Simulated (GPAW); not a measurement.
# InP (F-43m) in GPAW: notebook

The runs below take InP through equation of state, with PW91, PBE, vdW-DF2, r2SCAN.

All numbers are computed with GPAW 26.7.0; they aren't measurements. Logs are shortened: lines on timing, memory, paths and dates and some standing lists are left out, and cuts for length are marked. The log counts tension as positive stress, the text compression.

**The experiment to reproduce.**

A printed reference work, data compilation reports, for a bulk crystal of InP: bulk modulus 71 GPa.

The runs below are set against these values where they give the same quantity.

## (1) The crystal as given

The structure is cubic, space group F-43m (No. 216). Conventional cell: a = 5.861 Å, b = 5.861 Å, c = 5.861 Å, α = 90.00°, β = 90.00°, γ = 90.00°. In (site symmetry -43m) has 4 P at 2.54 Å as nearest neighbours. P (site symmetry -43m) is surrounded by 4 In at 2.54 Å.

## (2) Equation of state, PW91

run.py

```python
from ase.eos import EquationOfState
from ase.io import Trajectory, read
from ase.units import GPa
from gpaw import GPAW, PW, setup_paths

setup_paths.insert(0, '.')

atoms = read('POSCAR')

traj = Trajectory('eos.traj', 'w')
volumes, energies = [], []
for x in [0.94, 0.96, 0.98, 1.0, 1.02, 1.04, 1.06]:
    a = atoms.copy()
    a.set_cell(atoms.cell * x**(1 / 3), scale_atoms=True)
    calc = GPAW(mode=PW(600),
                xc='GGA_X_PW91+GGA_C_PW91',
                kpts={'size': (6, 6, 6), 'gamma': True},
                occupations={'name': 'fermi-dirac', 'width': 0.05},
                nbands=18,
                convergence={'density': 1e-05, 'energy': 1e-05},
                maxiter=150,
                txt=f'eos-{x:.2f}.txt')
    a.calc = calc
    energies.append(a.get_potential_energy(force_consistent=True))
    volumes.append(a.get_volume())
    p = -a.get_stress()[:3].mean() / GPa
    calc.write(f'eos-{x:.2f}.gpw')
    traj.write(a)
    print(f'{x:.2f} {volumes[-1]:10.4f} A^3 {energies[-1]:14.6f} eV {p:9.3f} GPa', flush=True)

v0, e0, B = EquationOfState(volumes, energies, eos='birchmurnaghan').fit()
print(f'V0 = {v0:.4f} A^3, E0 = {e0:.6f} eV, B0 = {B / GPa:.2f} GPa')
```

POSCAR

```
InP
1.0
    0.0000000000      2.9305000000      2.9305000000
    2.9305000000      0.0000000000      2.9305000000
    2.9305000000      2.9305000000      0.0000000000
In P
1 1
Direct
    0.0000000000      0.0000000000      0.0000000000
    0.7500000000      0.7500000000      0.7500000000
```

Potentials or basis: PAW data sets generated in the run's folder for this functional, pw.

Launch:

```
$ gpaw-setup -f GGA_X_PW91+GGA_C_PW91 In P
$ OMP_NUM_THREADS=1 python run.py
```

Log:

```text
__  _  _
 | _ |_)|_||  |
 |__||  | ||/\| - 26.7.0

Input parameters:
  mode=PW(ecut=600.0),
  convergence={'density': 1e-05, 'energy': 1e-05},
  kpts=MonkhorstPack(size=(6, 6, 6), gamma=True),
  maxiter=150,
  nbands=18,
  occupations=Occupations(name='fermi-dirac', width=0.05),
  xc=XC(name='GGA_X_PW91+GGA_C_PW91')

Diagonalizing LCAO Hamiltonian
Converting LCAO to pw mode

                    P

       In

Atoms  # Å, Bohr magnetons
|   | symbol |        x |        y |        z |    initial magnetic moments |
|---|--------|----------|----------|----------|-----------------------------|
| 0 |     In | 0.000000 | 0.000000 | 0.000000 | ( 0.0000,  0.0000,  0.0000) |
| 1 |      P | 4.336341 | 4.336341 | 4.336341 | ( 0.0000,  0.0000,  0.0000) |

Unit cell  # Å
| periodic |        x |        y |        z |  lengths |    angles |
|----------|----------|----------|----------|----------|-----------|
|      yes | 0.000000 | 2.890894 | 2.890894 | 4.088341 | 60.000000 |
|      yes | 2.890894 | 0.000000 | 2.890894 | 4.088341 | 60.000000 |
|      yes | 2.890894 | 2.890894 | 0.000000 | 4.088341 | 60.000000 |

Number of symmetries: 24
Symmetry operations  # r_c * U_cc + t_c -> r_c
|    | kind |            matrix            |
|----|------|------------------------------|
|  0 |  E   |  1, 0, 0,  0, 1, 0,  0, 0, 1 |
|  1 |  σ   |  1, 0, 0,  0, 0, 1,  0, 1, 0 |
|  2 |  σ   |  1, 0,-1,  0, 1,-1,  0, 0,-1 |
|  3 |  C3  |  1, 0,-1,  0, 0,-1,  0, 1,-1 |
|  4 |  C3  |  1,-1, 0,  0,-1, 1,  0,-1, 0 |
|  5 |  σ   |  1,-1, 0,  0,-1, 0,  0,-1, 1 |
|  6 |  σ   |  0, 1, 0,  1, 0, 0,  0, 0, 1 |
|  7 |  C3  |  0, 1, 0,  0, 0, 1,  1, 0, 0 |
|  8 |  C2  |  0, 1,-1,  1, 0,-1,  0, 0,-1 |
|  9 |  S4  |  0, 1,-1,  0, 0,-1,  1, 0,-1 |
| 10 |  C3  |  0, 0, 1,  1, 0, 0,  0, 1, 0 |
| 11 |  σ   |  0, 0, 1,  0, 1, 0,  1, 0, 0 |
| 12 |  S4  |  0, 0,-1,  1, 0,-1,  0, 1,-1 |
| 13 |  C3  |  0, 0,-1,  0, 1,-1,  1, 0,-1 |
| 14 |  S4  |  0,-1, 1,  1,-1, 0,  0,-1, 0 |
| 15 |  C2  |  0,-1, 1,  0,-1, 0,  1,-1, 0 |
| 16 |  C3  |  0,-1, 0,  1,-1, 0,  0,-1, 1 |
| 17 |  S4  |  0,-1, 0,  0,-1, 1,  1,-1, 0 |
| 18 |  S4  | -1, 1, 0, -1, 0, 1, -1, 0, 0 |
| 19 |  C3  | -1, 1, 0, -1, 0, 0, -1, 0, 1 |
| 20 |  C3  | -1, 0, 1, -1, 1, 0, -1, 0, 0 |
| 21 |  S4  | -1, 0, 1, -1, 0, 0, -1, 1, 0 |
| 22 |  σ   | -1, 0, 0, -1, 1, 0, -1, 0, 1 |
| 23 |  C2  | -1, 0, 0, -1, 0, 1, -1, 1, 0 |

BZ-sampling:
  Number of BZ points: 216
  Number of IBZ points: 16

  Monkhorst-Pack size: [6, 6, 6]
  Monkhorst-Pack shift: [0.08333333333333333, 0.08333333333333333, 0.08333333333333333]

K-points  # in reciprocal-cell coordinates
|     |                                coordinates |     weight |
|-----|--------------------------------------------|------------|
|   0 | (  0.00000000,   0.00000000,   0.00000000) | 0.00462963 |
|   1 | (  0.16666667,   0.16666667,   0.00000000) | 0.02777778 |
|   2 | (  0.16666667,   0.16666667,   0.16666667) | 0.03703704 |
|   3 | (  0.33333333,   0.16666667,   0.16666667) | 0.05555556 |
|   4 | (  0.33333333,   0.33333333,  -0.33333333) | 0.05555556 |
|   5 | (  0.33333333,   0.33333333,   0.00000000) | 0.02777778 |
|   6 | (  0.33333333,   0.33333333,   0.16666667) | 0.11111111 |
|   7 | (  0.33333333,   0.33333333,   0.33333333) | 0.03703704 |
|   8 | (  0.50000000,   0.33333333,  -0.33333333) | 0.11111111 |
|   9 | (  0.50000000,   0.33333333,  -0.16666667) | 0.05555556 |
| ... |                                            |            |
|  15 | (  0.50000000,   0.50000000,   0.50000000) | 0.01851852 |

Plane wave coefficients: 1639
Cutoff: 600.0 eV

Spin-components: 1 (collinear spins)
Bands:           18
Projectors:      11
Spin-degeneracy: 2
Datatype:        complex128

Parallelization:
  kpt:    1
  domain: 1
  band:   1

Density:
  Valence electrons: 18.0
  Components: 1
  Grid points: [24 24 24]
  Charge: 0.0  # |e|

Potential:
  Grid points: [24 24 24]

species:
  In:
    name:    Indium
    Z:       49.0
    valence: 13
    core:    36
    charge:  0.0  # [|e|]
    compensation charges:
      type: gauss
      rc: 0.36  # [Å]
      lmax: 2
    cutoffs:
      filter: 2.09  # [Å]
      core: 2.48  # [Å]
    projectors
    | kind |    occ | energy [eV] | rcut [Å] |
    |------|--------|-------------|----------|
    |   5s |  2.000 |      -8.278 |    1.185 |
    |   5p |  1.000 |      -2.560 |    1.244 |
    |   4d | 10.000 |     -18.672 |    1.148 |
    |    s |        |      18.933 |    1.185 |
    |    p |        |      24.651 |    1.244 |
    |    d |        |       8.540 |    1.148 |

    Using partial waves for In as LCAO basis

  P:
    name:    Phosphorus
    Z:       15.0
    valence: 5
    core:    10
    charge:  0.0  # [|e|]
    compensation charges:
      type: gauss
      rc: 0.30  # [Å]
      lmax: 2
    cutoffs:
      filter: 1.69  # [Å]
      core: 1.81  # [Å]
    projectors
    | kind |    occ | energy [eV] | rcut [Å] |
    |------|--------|-------------|----------|
    |   3s |  2.000 |     -14.015 |    0.953 |
    |   3p |  3.000 |      -5.547 |    0.953 |
    |    s |        |      13.197 |    0.953 |
    |    p |        |      21.664 |    0.953 |
    |    d |        |       0.000 |    0.953 |

    Using partial waves for P as LCAO basis

Reference energy: -169306.308569  # eV

eigensolver:
  PPCG
  Converge bands: occupied
  niter=2

density mixing:
  MSR1-Mixer
  Pratt-step length: 0.05
  Maximum mixing coefficient: 0.75
  Old densities: 10
  SVD Regularization: 0.005
  Good broyden scale: 1.0
  Trust region scale: 1.0
  Backstep threshold: 4.0
  History deletion threshold: 6.0
  Fourier metric: weight=20.0, sigma=0.015

occupation numbers:
  Fermi-Dirac:
    width: 0.0500  # eV

poisson solver:
  ecut: 4800.0  # eV

xc functional:
  name: GGA_X_PW91+GGA_C_PW91 with 2 nearest neighbor stencil

convergence criteria:
- Maximum integral of absolute [dens]ity change: 1e-05 electrons / valence electron
- Maximum [total energy] change in last 3 cyles: 1e-05 eV / valence electron
- Maximum integral of absolute [eigenst]ate change: 4e-08 eV^2 / valence electron
maximum number of iterations: 150

SCF iterations
|iter     | |      energy | eigst |  dens |
|---------|-|-------------|-------|-------|
|iter:   1| |   -8.948329 | -0.25 |       |
|iter:   2| |   -8.869507 | -2.20 | -1.11 |
|iter:   3| |   -8.572891 | -1.75 | -1.16 |
|iter:   4| |   -8.572223 | -3.18 | -1.75 |
|iter:   5| |   -8.572270 | -3.95 | -2.24 |
|iter:   6| |   -8.572310c| -5.40 | -3.03 |
|iter:   7| |   -8.572314c| -6.47 | -3.58 |
|iter:   8| |   -8.572314c| -8.05c| -4.61 |
|iter:   9| |   -8.572314c| -8.38c| -5.37c|

Converged in 9 steps
Energy contributions relative to reference atoms: (reference = -169306.308569)

Energy contributions:
  Kinetic:          25.799430
  Coulomb:         -23.183473
  Zero:              0.115754
  External:          0.000000
  Xc:              -11.304024
  Entropy:          -0.000002
  Spinorbit:         0.000000
  ----------------------------
  Free energy:      -8.572316
  Extrapolated:     -8.572314

dipole moment: (-16.634080, -16.634080, -16.634080)  # |e|*Ang

Fermi level: 5.787
Eigenvalues  # (at kpt = [0.000, 0.000, 0.000])
| band index |      eig [eV] | occ [0-2] |
|------------|---------------|-----------|
|          0 |        -8.898 |     2.000 |
|          1 |        -8.898 |     2.000 |
|          2 |        -8.898 |     2.000 |
|          3 |        -8.722 |     2.000 |
|          4 |        -8.722 |     2.000 |
|          5 |        -6.498 |     2.000 |
[... 10 lines left out ...]
|         16 |        16.613 |     0.000 |
|         17 |        16.613 |     0.000 |

Gap: 0.880 eV
Transition (v -> c):
  (s=0, k=0, n=8, [0.00, 0.00, 0.00]) -> (s=0, k=0, n=9, [0.00, 0.00, 0.00])
No difference between direct/indirect transitions

Stress tensor  # eV/Ang^3
|         x |         y |         z |
|-----------|-----------|-----------|
| -0.038741 | -0.000000 |  0.000000 |
| -0.000000 | -0.038741 |  0.000000 |
|  0.000000 |  0.000000 | -0.038741 |

# Writing to eos-0.96.gpw (mode='')
```

Run time: 26 s. Hardware: 1 thread of AMD EPYC 9R45 (Zen 5), shared host; peak memory 0.23 GiB.

Results:

| Quantity | Value |
| --- | --- |
| Equilibrium volume | 26.29 Å³/atom |
| Bulk modulus | 61 GPa |
| Pressure derivative of the bulk modulus | 4.6 |

Energy against volume, from the lowest point:
```csv
volume (Å³/atom),energy (meV/atom)
23.657,60.97
24.160,38.34
24.663,21.48
25.167,9.81
25.670,2.83
26.173,0.00
26.677,0.91
```

## (3) Equation of state, PBE

run.py

```python
from ase.eos import EquationOfState
from ase.io import Trajectory, read
from ase.units import GPa
from gpaw import GPAW

atoms = read('POSCAR')

traj = Trajectory('eos.traj', 'w')
volumes, energies = [], []
for x in [0.94, 0.96, 0.98, 1.0, 1.02, 1.04, 1.06]:
    a = atoms.copy()
    a.set_cell(atoms.cell * x**(1 / 3), scale_atoms=True)
    calc = GPAW(mode='lcao',
                h=0.18,
                basis='dz(dzp)',
                xc='PBE',
                kpts={'size': (6, 6, 6), 'gamma': True},
                occupations={'name': 'fermi-dirac', 'width': 0.05},
                convergence={'density': 1e-05, 'energy': 1e-05},
                maxiter=150,
                txt=f'eos-{x:.2f}.txt')
    a.calc = calc
    energies.append(a.get_potential_energy(force_consistent=True))
    volumes.append(a.get_volume())
    calc.write(f'eos-{x:.2f}.gpw')
    traj.write(a)
    print(f'{x:.2f} {volumes[-1]:10.4f} A^3 {energies[-1]:14.6f} eV', flush=True)

v0, e0, B = EquationOfState(volumes, energies, eos='birchmurnaghan').fit()
print(f'V0 = {v0:.4f} A^3, E0 = {e0:.6f} eV, B0 = {B / GPa:.2f} GPa')
```

POSCAR is that of step 2.

Potentials or basis: GPAW PAW data sets (gpaw-data 1.2.1), lcao:dz(dzp).

Launch:

```
$ OMP_NUM_THREADS=1 python run.py
```

Log:

```text
__  _  _
 | _ |_)|_||  |
 |__||  | ||/\| - 26.7.0

Input parameters:
  mode=LCAO(),
  basis={'default': 'dz(dzp)'},
  convergence={'density': 1e-05, 'energy': 1e-05},
  h=0.18,
  kpts=MonkhorstPack(size=(6, 6, 6), gamma=True),
  maxiter=150,
  occupations=Occupations(name='fermi-dirac', width=0.05),
  xc=XC(name='PBE')

                    P

       In

Atoms  # Å, Bohr magnetons
|   | symbol |        x |        y |        z |    initial magnetic moments |
|---|--------|----------|----------|----------|-----------------------------|
| 0 |     In | 0.000000 | 0.000000 | 0.000000 | ( 0.0000,  0.0000,  0.0000) |
| 1 |      P | 4.336341 | 4.336341 | 4.336341 | ( 0.0000,  0.0000,  0.0000) |

Unit cell  # Å
| periodic |        x |        y |        z |  lengths |    angles |
|----------|----------|----------|----------|----------|-----------|
|      yes | 0.000000 | 2.890894 | 2.890894 | 4.088341 | 60.000000 |
|      yes | 2.890894 | 0.000000 | 2.890894 | 4.088341 | 60.000000 |
|      yes | 2.890894 | 2.890894 | 0.000000 | 4.088341 | 60.000000 |

Number of symmetries: 24
Symmetry operations  # r_c * U_cc + t_c -> r_c
|    | kind |            matrix            |
|----|------|------------------------------|
|  0 |  E   |  1, 0, 0,  0, 1, 0,  0, 0, 1 |
|  1 |  σ   |  1, 0, 0,  0, 0, 1,  0, 1, 0 |
|  2 |  σ   |  1, 0,-1,  0, 1,-1,  0, 0,-1 |
|  3 |  C3  |  1, 0,-1,  0, 0,-1,  0, 1,-1 |
|  4 |  C3  |  1,-1, 0,  0,-1, 1,  0,-1, 0 |
[... 334 lines left out ...]
  Trust region scale: 1.0
  Backstep threshold: 4.0
  History deletion threshold: 6.0
  Fourier metric: weight=20.0, sigma=0.015

occupation numbers:
  Fermi-Dirac:
    width: 0.0500  # eV

FastPoissonSolver using
    Stencil: 12*3+1=37 point O(h^6) finite-difference Laplacian
    FFT axes: [np.int64(0), np.int64(1), np.int64(2)]
    FST axes: []

xc functional:
  name: PBE with 2 nearest neighbor stencil
interpolation: tri-quintic # 5. degree polynomial

convergence criteria:
- Maximum integral of absolute [dens]ity change: 1e-05 electrons / valence electron
- Maximum [total energy] change in last 3 cyles: 1e-05 eV / valence electron
- Maximum integral of absolute [eigenst]ate change: 4e-08 eV^2 / valence electron
maximum number of iterations: 150

SCF iterations
|iter     | |      energy | eigst |  dens |
|---------|-|-------------|-------|-------|
|iter:   1| |   -7.738614 |      c|       |
|iter:   2| |   -7.692148 |      c| -1.25 |
|iter:   3| |   -7.530455 |      c| -1.29 |
|iter:   4| |   -7.531514 |      c| -1.91 |
|iter:   5| |   -7.531617 |      c| -2.33 |
|iter:   6| |   -7.531618c|      c| -3.78 |
|iter:   7| |   -7.531618c|      c| -4.23 |
|iter:   8| |   -7.531618c|      c| -5.40c|

Converged in 8 steps
Energy contributions relative to reference atoms: (reference = -169278.333319)

Energy contributions:
  Kinetic:          30.206090
  Coulomb:         -26.219329
  Zero:              0.102678
  External:          0.000000
  Xc:              -11.621056
  Entropy:          -0.000001
  Spinorbit:         0.000000
  ----------------------------
  Free energy:      -7.531618
  Extrapolated:     -7.531618

dipole moment: (-16.481791, -16.481791, -16.481791)  # |e|*Ang

Fermi level: 5.912
Eigenvalues  # (at kpt = [0.000, 0.000, 0.000])
| band index |      eig [eV] | occ [0-2] |
|------------|---------------|-----------|
|          0 |        -8.753 |     2.000 |
|          1 |        -8.753 |     2.000 |
|          2 |        -8.751 |     2.000 |
|          3 |        -8.512 |     2.000 |
|          4 |        -8.512 |     2.000 |
|          5 |        -6.449 |     2.000 |
|          6 |         5.397 |     2.000 |
|          7 |         5.397 |     2.000 |
|          8 |         5.397 |     2.000 |
|          9 |         6.371 |     0.000 |
|         10 |        10.349 |     0.000 |
|         11 |        10.350 |     0.000 |
|         12 |        10.350 |     0.000 |

Gap: 0.974 eV
Transition (v -> c):
  (s=0, k=0, n=8, [0.00, 0.00, 0.00]) -> (s=0, k=0, n=9, [0.00, 0.00, 0.00])
No difference between direct/indirect transitions
# Writing to eos-0.96.gpw (mode='')
```

stdout:

```text
0.94    47.3133 A^3      -7.476829 eV
0.96    48.3199 A^3      -7.531618 eV
0.98    49.3266 A^3      -7.573670 eV
1.00    50.3333 A^3      -7.604203 eV
1.02    51.3399 A^3      -7.624817 eV
1.04    52.3466 A^3      -7.636727 eV
1.06    53.3533 A^3      -7.640615 eV
<dir> UserWarning: The minimum volume of your fit is not in your volumes.  You may not have a minimum in your dataset!
  warnings.warn(
V0 = 53.4118 A^3, E0 = -7.640651 eV, B0 = 57.66 GPa
```

Run time: 61 s. Hardware: 1 thread of Intel Xeon 6975P-C (Granite Rapids), shared host; peak memory 0.25 GiB.

These settings aren't checked as converged: the numbers below hold their error.

Results:

```yaml
Equilibrium_volume: "26.71 Å³/atom (rough: see the caveat)"
Bulk_modulus: 58 GPa (rough)
```

Caveat: the minimum lies outside the volumes run; the basis of atomic orbitals isn't converged, which shifts pressures, moduli and gaps.

(Continued in part 2 of 2.)
